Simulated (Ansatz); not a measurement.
Base system: CaF2 in the fluorite structure (space group Fm-3m, No. 225; a = 5.421 Å). Axes: x, y, z lie along the cube axes.

Method: PBEsol (Ansatz, a quantum-chemistry and plane-wave program), no spin-orbit coupling.

A first run, uniaxial strain ε_yy = −1.31 %, gives secant values C11 ≈ 170 GPa and C12 ≈ 49 GPa from its stress. A second run applies isotropic strain −0.92 %.

### Question
What does linear elasticity predict for the bulk modulus −ΔP/(ΔV/V₀) in the second run, and what does the run give?

### Answer
Linear elasticity: (C11 + 2 C12)/3 = 89 GPa. The run gives 93 GPa; any difference comes from nonlinear terms at these strains and numerical noise.

Whether these cells are dynamically stable was not tested.
